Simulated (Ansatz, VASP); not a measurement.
## Two plane-wave programs on AlN

Contents of INCAR:

```
ALGO = Normal
EDIFF = 1E-6
ENCUT = 520
GGA = PE
ISIF = 2
ISMEAR = 0
LASPH = T
LCHARG = F
LREAL = F
LWAVE = F
NBANDS = 11
NELM = 100
PREC = Accurate
SIGMA = 0.05
```

The input KPOINTS:

```
k-points
0
Gamma
  10 10 10
```

File POSCAR:

```
AlN
1.0
    0.0410971890      2.0556652783      2.0556652783
    2.0556652783      0.0410971890      2.0556652783
    2.0556652783      2.0556652783      0.0410971890
Al N
1 1
Direct
    0.5000000000      0.5000000000      0.5000000000
    0.0000000000      0.0000000000      0.0000000000
```

Input for Ansatz:

```yaml
crystal:
  lattice:
    - [0.041097189, 2.0556652783, 2.0556652783]
    - [2.0556652783, 0.041097189, 2.0556652783]
    - [2.0556652783, 2.0556652783, 0.041097189]
  atoms:
    - { symbol: Al, position: [0.5, 0.5, 0.5] }
    - { symbol: "N", position: [0.0, 0.0, 0.0] }
basis:
  ecutwfc: 520.0
kpoints:
  mp_grid: { grid: [10, 10, 10] }
hamiltonian:
  xc: pbe
  pseudopotentials: { kind: paw, azcp: { folder: soft_1 } }
scf:
  occupations: { method: gaussian, width: 0.05 }
output:
  forces: true
  stress: true
  eigenvalues: true
```

Alike in both runs: task single point; functional PBE; k mesh 10 × 10 × 10; occupations gaussian, width 0.05 eV; no spin polarisation.

|  | VASP | Ansatz |
| --- | --- | --- |
| version | VASP 6.6.1 | Ansatz 0.2.0 |
| potentials or method | VASP PAW PBE potentials, release 64 (Al, N) | scalar-relativistic, plane waves, PAW |
| plane-wave cutoff (eV) | 520 | 520 |
| valence electrons in the cell | 8 | 8 |

VASP gave:

| Item | Value |
| --- | --- |
| gap on the k mesh at the Fermi level (eV) | 4.17 |
| least direct gap on the mesh (eV) | 5.20 |
| pressure (GPa) | -0.1 |
| largest component of the traceless stress (GPa) | 6.34 |

Problem. Estimate Ansatz's values.

Solution. gap on the k mesh at the Fermi level (eV): 4.18; least direct gap on the mesh (eV): 5.19; pressure (GPa): 0.1; largest component of the traceless stress (GPa): 6.34.

With one functional, cell and mesh, what is left measures potentials, basis and numerics.

A k mesh can miss the band edges.
